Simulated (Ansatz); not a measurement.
# Te2Mo monolayer (2H): modes against uniaxial strain along the armchair direction, normal to a, with the width clamped, part 3 of 3

Wanted: the shifts of the zone-centre modes of Te2Mo monolayer (2H) with strain.

Ansatz 0.2.0; DFT PBEsol, scalar-relativistic, plane waves, PAW; PAW set soft_1.

So far, highest optical mode at the zone centre (no LO-TO term) (cm⁻¹): step 4 (zone-centre response at rest) 295; step 6 (strain 5 %) 291.

## (8) Modes of this member: uniaxial strain of -3 % along the armchair direction, normal to a, with the width clamped

The zone-centre modes follow for uniaxial strain of -3 % along the armchair direction, normal to a, with the width clamped.

Input file input.yaml:

```yaml
crystal:
  lattice:
    - [3.4909760873, 0.0, 0.0]
    - [-1.7454880436, 2.9325757565, 0.0]
    - [0.0, 0.0, 31.0]
  atoms:
    - { symbol: Mo, position: [0.3315844431, 0.6631688861, 0.3225806452] }
    - { symbol: Te, position: [0.6675411118, 0.3350822236, 0.3814142644] }
    - { symbol: Te, position: [0.6675411118, 0.3350822236, 0.263747026] }
  periodic: [true, true, false]
kpoints:
  mp_grid: { grid: [9, 9, 1] }
hamiltonian:
  xc: pbesol
  pseudopotentials: { kind: paw, azcp: { folder: soft_1 }, xc_functional: pbe }
scf:
  occupations: { method: fixed }
output:
  eigenvalues: true
phonons:
  method: dfpt
```

Launch:

```
$ ansatz run input.yaml --threads 4 --pin off --max-ram 16384MiB --backend cpu --events-out ev --progress --plain --runs-dir out
```

Numbers of over 12 decimals in the logs are rounded to 6 here.

Output:

```text
[...]
Crystal: 3 atoms, lattice volume = 317.364 Å³
Basis set: ecut = 420 eV, 6195 PW (Γ), exchange–correlation on 48×48×432 points (8 copies of the dense FFT grid, shifted against one another)
Bands: 28, of which v1, the nominal top of the filled ones, is band 23 counted from 1 (22 counted from 0)
Symmetry: 4 space group operations
[...]
k-point 24: bands = [... 19 lower, -7.8372, -7.2789, -6.2021, -5.1407, -3.5388, -3.0334, -2.7151, -1.2224, ... 1 higher]
  ° read free of the cell's end (the report's vacuum.weakly_bound_levels)
[...]
ASR residual: 1.616e-4 → 0.000e0 eV/Å²; symmetrization residual: 3.933e-5 eV/Å²
[...]
ASR residual per site (eV/Å²): 1.62e-4 4.69e-5 3.95e-5
  Γ frequencies (cm⁻¹): 0.00 0.00 0.00 118.27 118.75 173.40 237.91 241.11 296.62
[...]
[key lines of the parts left out:]
SCF converged after 13 iterations
Free energy (F): -18701.456224 eV
Fermi energy:    -4.847232 eV
```

Run time: 69 s. Hardware: 4 threads of Arm Neoverse V1, shared host; peak memory 1.2 GiB; 4.3 min of CPU time.

This step gave:

* sum-rule residual before enforcement: 1.62e-4 eV/Å²
* highest optical mode at the zone centre (no LO-TO term): 296.6 cm⁻¹
* lowest optical zone-centre mode: 118.3 cm⁻¹

Without the LO-TO term. Patterns of degenerate modes are one choice out of their space. The modes at Γ (shares of kinetic energy by element, %):

```
mode  frequency (cm⁻¹)  symmetry  Mo %  Te %
   1               0.0  acoustic    27    73
   2               0.0  acoustic    27    73
   3               0.0  acoustic    27    73
   4             118.3        A2     0   100
   5             118.8        B1     0   100
   6             173.4        A1     0   100
   7             237.9        B2    73    27
   8             241.1        A1    73    27
   9             296.6        B1    73    27
```

The lowest optical mode is real, 118 cm⁻¹, and the highest lies at 296.6 cm⁻¹.

## (9) The series together

The members are set side by side, also those not shown above.

Energies are extrapolated to zero smearing, and E0 is that at rest; the cell is clamped and the atoms are relaxed. State of the crystal along the series:

```
strain (%)  E - E0 (meV/atom)  gap on mesh (eV)
        -3              9.728             1.252
        -2              4.219             1.294
        -1               1.03             1.248
         0                  0             1.203
         1              0.983             1.158
         2              3.836             1.114
         3              8.434             1.071
         4              14.66             1.029
         5              22.41            0.9892
```

Optical modes are counted from below at rest and tracked from member to member by their patterns, and modes that stay within 0.3 cm⁻¹ of each other stand once; labels, where given, are those at rest, then, where named, those of the strained cell; the cell is clamped and the atoms are relaxed. Optical modes along the series:

```
strain (%)  optical mode 1 E'' single part (cm⁻¹)  optical mode 2 E'' to A2 single part (cm⁻¹)  optical mode 3 A1' to A1 (cm⁻¹)  optical mode 4 E' to A1 single part (cm⁻¹)  optical mode 5 E' single part (cm⁻¹)  optical mode 6 A2'' (cm⁻¹)
        -3                                  118.8                                        118.3                            173.4                                       241.1                                 237.9                       296.6
        -2                                  118.6                                        118.3                            173.4                                       240.3                                 238.1                       296.3
        -1                                  118.4                                        118.2                            173.4                                       239.3                                 238.2                       295.8
         0                                  118.2                                        118.2                            173.3                                       238.2                                 238.2                       295.3
         1                                  117.8                                        118.1                            173.2                                         237                                 238.1                       294.6
         2                                  117.4                                        117.9                            173.1                                       235.7                                 237.9                       293.8
         3                                    117                                        117.8                            172.9                                       234.3                                 237.5                       292.9
         4                                  116.4                                        117.6                            172.6                                       232.9                                 237.1                       291.8
         5                                  115.8                                        117.3                            172.3                                       231.3                                 236.5                       290.7
```

Value and slope at zero strain of a cubic (a lower polynomial where under five rows exist) through the rows within 2 % of rest. Slopes at rest:

```
                                mode  frequency (cm⁻¹)  shift per percent of strain (cm⁻¹)
      optical mode 1 E'' single part             118.2                                -0.3
optical mode 2 E'' to A2 single part             118.2                               -0.07
            optical mode 3 A1' to A1             173.3                               -0.09
 optical mode 4 E' to A1 single part             238.2                               -1.14
       optical mode 5 E' single part             238.2                               -0.06
                 optical mode 6 A2''             295.3                               -0.62
```

## (10) Summary of results

```json
{"members": "9", "highest optical mode at the zone centre (no LO-TO term), at rest": "295.3 cm⁻¹", "optical mode 3 A1' to A1, shift per percent": "-0.09 cm⁻¹", "optical mode 4 E' to A1 single part, shift per percent": "-1.14 cm⁻¹", "optical mode 5 E' single part, shift per percent": "-0.06 cm⁻¹", "optical mode 6 A2'', shift per percent": "-0.62 cm⁻¹"}
```

**Reading.** The strain lowers the symmetry: the level at 238.2 cm⁻¹ splits, into 231.3 and 236.5 cm⁻¹ at +5 %. Within 2 % of rest optical mode 5 E' single part bends away from a straight line, so a single slope holds only near rest. The fastest shift in the table of slopes is -1.1 cm⁻¹ for each percent (optical mode 4 E' to A1 single part). The width is clamped, so the contraction across the strain that a free sheet shows is left out. These are harmonic frequencies at zero temperature: anharmonic shifts, linewidths and thermal expansion are left out. Spin-orbit coupling is left out, which can matter for the heavy elements here. The starting cell was built on a prototype and not taken from a measurement. The PAW files were made for PBE; the program adapts parts of them to the functional of the run, but their partial waves stay those of PBE, an approximation that was not tested in this session. Only the zone centre was solved, so an instability at another wavevector cannot show here. In a sheet the LO-TO splitting vanishes at the zone centre, so no such term is missing here.

[Logs are printed without paths, hosts, clocks, repeated set-up lines and the standing remarks that a program may print on its own settings, such as how far it seeks lower states.]

[Hosts, paths, dates, database ids (printed as entryN), source tags and the programs' standing remarks are cut or masked in the printed files.]
